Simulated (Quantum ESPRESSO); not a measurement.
Crystal: WC (Qusongite).

```xyz
2
Lattice="2.9065 0.0000 0.0000 -1.4532 2.5171 0.0000 0.0000 0.0000 2.8366" Properties=species:S:1:pos:R:3 pbc="T T T"
W     0.0000    0.0000    0.0000
C     1.4533    0.8390    1.4183
```

Base run:

- Program: Quantum ESPRESSO 7.5
- Functional: PBE
- Potentials or basis: SSSP 1.3 efficiency PBE
- Cutoff: 748 eV
- Density cutoff: 5987 eV
- k mesh: 10 × 10 × 9
- Occupations: fermi-dirac, width 0.05 eV
- Spin: no spin polarisation

Its results: band gap on the k mesh none (metal or under the smearing width); pressure 6.4 GPa.

Question: After a change of settings the same cell gave: band gap on the k mesh none (metal or under the smearing width); pressure 5.7 GPa. Which change was it?
A. functional from PBE to PBEsol; hubbard terms from none to W d U = 5 eV; hubbard projectors from none to ortho-atomic
B. potentials or basis from SSSP 1.3 efficiency PBE to PseudoDojo 0.4.1 SR PBE standard; cutoff from 748 eV to 1116 eV; density cutoff from 5987 eV to 4463 eV
C. functional from PBE to PBEsol; potentials or basis from SSSP 1.3 efficiency PBE to GBRV 1.5 PBEsol; cutoff from 748 eV to 762 eV; density cutoff from 5987 eV to 6095 eV
D. functional from PBE to LDA; potentials or basis from SSSP 1.3 efficiency PBE to GBRV 1.5 LDA; cutoff from 748 eV to 762 eV; density cutoff from 5987 eV to 6095 eV

Answer: B.

Not every run made on this cell is shown here.
